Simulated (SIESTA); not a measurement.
## MgO under changes of volume

One of the cells (9.221 Å³/atom); the others are scaled copies at fixed shape and fractional positions:

```xyz
2
Lattice="0.0000 2.0970 2.0970 2.0970 0.0000 2.0970 2.0970 2.0970 0.0000" Properties=species:S:1:pos:R:3 pbc="T T T"
Mg    0.0000    0.0000    0.0000
O     2.0970    2.0970    2.0970
```

The cell is a database's computed one.

```yaml
Program: SIESTA 5.4.2
Functional: PBEsol
Potentials_or_basis: PseudoDojo 0.4 standard (PBEsol files)
Basis: DZP (energy shift 0.003 Ry; two zetas on semicore shells)
Grid_cutoff: 800 Ry
Energy_shift: 0.003 Ry
k_mesh: 11 × 11 × 11
Occupations: fermi-dirac, width 0.05 eV
Spin: no spin polarisation
```

| volume (Å³/atom) | energy over the lowest point (meV/atom) | pressure (GPa) | gap on the mesh (eV) |
| --- | --- | --- | --- |
| 8.668 | ? | ? | ? |
| 8.853 | 27.26 | 13.4 | 5.09 |
| 9.037 | 14.25 | 9.4 | 4.88 |
| 9.221 | 5.55 | 5.7 | 4.68 |
| 9.406 | 0.95 | 2.4 | 4.48 |
| 9.590 | 0.00 | -0.7 | 4.30 |
| 9.775 | 2.33 | -3.3 | 4.12 |

Q: What does the run at 8.668 Å³/atom give?

A: Energy over the lowest point 45.23 meV/atom; pressure 17.9 GPa; gap on the mesh 5.31 eV.

Worked out: A Birch-Murnaghan fit of order 3 (a polynomial in V^(-2/3)) to the other rows has its minimum at 9.55 Å³/atom with B0 = V·E''(V) = 152 GPa and B' = 4.0. It gives 45.31 meV/atom at 8.668 Å³/atom, against the run's 45.23, and -dE/dV = 17.9 GPa, against 17.9. A straight line through the other rows of the gap, of slope -9.79 eV per unit of ln V (its deformation potential), extrapolates to 5.29 eV, against the run's 5.31.

Energies are extrapolated to zero smearing.

Caveats: an odd mesh through Γ misses points on the zone boundary, where band edges often lie; the basis of atomic orbitals isn't converged, which shifts pressures, moduli and gaps.
